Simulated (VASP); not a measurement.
All values below come from revPBE GGA with D2 dispersion, VASP's PBE PAW potentials (set 64) (plane waves; VASP).

VASP ran on this input.

### POSCAR
```
CsPbI3
1
    6.3793070000     0.0000000000     0.0000000000
    0.0000000000     6.3793070000     0.0000000000
    0.0000000000     0.0000000000     6.3793070000
Cs Pb I
1 1 3
Direct
  0.5000000000   0.5000000000   0.5000000000
  0.0000000000   0.0000000000   0.0000000000
  0.0000000000   0.0000000000   0.5000000000
  0.5000000000   0.0000000000   0.0000000000
  0.0000000000   0.5000000000   0.0000000000
```

### KPOINTS
```
Automatic mesh
0
Gamma
4 4 4
0 0 0
```

**INCAR**
```
ALGO=Normal
EDIFF=1E-6
ENCUT=300
GGA=RE
ISIF=2
ISMEAR=0
IVDW=10
LASPH=.TRUE.
LCHARG=.FALSE.
LMAXMIX=4
LREAL=.FALSE.
LWAVE=.FALSE.
NELM=100
PREC=Accurate
SIGMA=0.01
SYSTEM=CsPbI3
```

POTCAR, in this order: Cs_sv Pb_d I (PBE.64 set). Program: vasp_std.

The run wrote:

OSZICAR:
```
       N       E                     dE             d eps       ncg     rms          rms(c)
DAV:   1     0.298385971150E+03    0.29839E+03   -0.13280E+04   528   0.911E+02
DAV:   2     0.156873079612E+02   -0.28270E+03   -0.27732E+03   676   0.270E+02
DAV:   3    -0.123510188752E+02   -0.28038E+02   -0.27988E+02   600   0.946E+01
DAV:   4    -0.133743873463E+02   -0.10234E+01   -0.10224E+01   750   0.253E+01
DAV:   5    -0.134012774210E+02   -0.26890E-01   -0.26883E-01   650   0.274E+00    0.354E+00
DAV:   6    -0.130305786657E+02    0.37070E+00   -0.63813E-01   690   0.483E+00    0.245E+00
DAV:   7    -0.129979550356E+02    0.32624E-01   -0.46327E-01   694   0.313E+00    0.125E+00
DAV:   8    -0.130155933691E+02   -0.17638E-01   -0.74518E-02   564   0.223E+00    0.312E-01
DAV:   9    -0.130141063457E+02    0.14870E-02   -0.87831E-03   642   0.851E-01    0.131E-01
DAV:  10    -0.130149051988E+02   -0.79885E-03   -0.18078E-03   546   0.233E-01    0.573E-02
DAV:  11    -0.130150543534E+02   -0.14915E-03   -0.61521E-04   660   0.189E-01    0.298E-02
DAV:  12    -0.130150597246E+02   -0.53711E-05   -0.37469E-05   648   0.392E-02    0.264E-02
DAV:  13    -0.130150613313E+02   -0.16067E-05   -0.82594E-06   496   0.185E-02    0.838E-03
DAV:  14    -0.130150619408E+02   -0.60950E-06   -0.34042E-06   516   0.124E-02
   1 F= -.16883882E+02 E0= -.16883882E+02  d E =-.477625E-25
```

OUTCAR:
```
------------------------ aborting loop because EDIFF is reached ----------------------------------------
  Edisp (eV):   -3.86882
  FORCE on cell =-STRESS in cart. coord.  units (eV):
  Direction    XX          YY          ZZ          XY          YZ          ZX
  --------------------------------------------------------------------------------------
  Total      -5.43347    -5.43347    -5.43347    -0.00000     0.00000    -0.00000
  in kB     -33.53262   -33.53262   -33.53262    -0.00000     0.00000    -0.00000
  external pressure =      -33.53 kB  Pullay stress =        0.00 kB
  volume of cell :      259.61
      direct lattice vectors                 reciprocal lattice vectors
     6.379307000  0.000000000  0.000000000     0.156756839  0.000000000  0.000000000
     0.000000000  6.379307000  0.000000000     0.000000000  0.156756839  0.000000000
     0.000000000  0.000000000  6.379307000     0.000000000  0.000000000  0.156756839
 POSITION                                       TOTAL-FORCE (eV/Angst)
 -----------------------------------------------------------------------------------
      3.18965      3.18965      3.18965         0.000000      0.000000      0.000000
      0.00000      0.00000      0.00000         0.000000      0.000000      0.000000
      0.00000      0.00000      3.18965         0.000000      0.000000      0.000000
      3.18965      0.00000      0.00000         0.000000      0.000000      0.000000
      0.00000      3.18965      0.00000         0.000000      0.000000      0.000000
 -----------------------------------------------------------------------------------
    total drift:                               -0.000000      0.000000     -0.000000
  FREE ENERGIE OF THE ION-ELECTRON SYSTEM (eV)
  ---------------------------------------------------
  free  energy   TOTEN  =       -16.8838815352 eV

  energy  without entropy=      -16.8838815352  energy(sigma->0) =      -16.88388154
```
(Selected blocks of OUTCAR.)

**OUTCAR**
```
 val. band max:        1.4701022996   @ k =   0.5000   0.5000   0.5000

 cond. band min:       2.9772286774   @ k =   0.5000   0.5000   0.5000


 Fermi energy:         1.5400788229

 k-point     1 :       0.0000    0.0000    0.0000
  band No.  band energies     occupation
      1     -19.9976      2.00000
      2     -15.2546      2.00000
      3     -15.2546      2.00000
      4     -15.2063      2.00000
      5     -15.2063      2.00000
      6     -15.2063      2.00000
      7     -10.6322      2.00000
      8      -9.9065      2.00000
      9      -9.9065      2.00000
     10      -6.7845      2.00000
     11      -6.7845      2.00000
     12      -6.7845      2.00000
     13      -5.3914      2.00000
     14      -1.9200      2.00000
     15      -1.9200      2.00000
     16      -1.9200      2.00000
     17       0.2185      2.00000
     18       0.2185      2.00000
     19       0.2185      2.00000
     20       0.3348      2.00000
     21       0.3348      2.00000
     22       0.3348      2.00000
     23       4.8363      0.00000
     24       5.8551      0.00000
     25       5.8551      0.00000
     26       6.2144      0.00000

 k-point     2 :       0.2500    0.0000    0.0000
  band No.  band energies     occupation
      1     -19.9974      2.00000
      2     -15.2545      2.00000
      3     -15.2497      2.00000
      4     -15.2064      2.00000
      5     -15.2064      2.00000
      6     -15.2062      2.00000
      7     -10.5556      2.00000
      8      -9.9974      2.00000
      9      -9.9054      2.00000
     10      -6.7827      2.00000
     11      -6.7827      2.00000
     12      -6.7796      2.00000
     13      -5.6843      2.00000
     14      -1.8698      2.00000
     15      -1.8698      2.00000
     16      -1.1285      2.00000
     17       0.1373      2.00000
     18       0.1373      2.00000
     19       0.1573      2.00000
     20       0.2799      2.00000
     21       0.2799      2.00000
     22       0.2962      2.00000
...
```

At this cut-off the stress carries a Pulay error, which pulls relaxed volumes low. Unless said otherwise, spin-orbit coupling is left out, though it shifts the bands of the heavy elements here.

The structure comes from a computed database's CsPbI3 entry; how it stands against other phases isn't given here. The cell was not relaxed at this level. The run is one of a series of settings (GGA = RE, IVDW = 10 against the base run), some of them coarse on purpose.
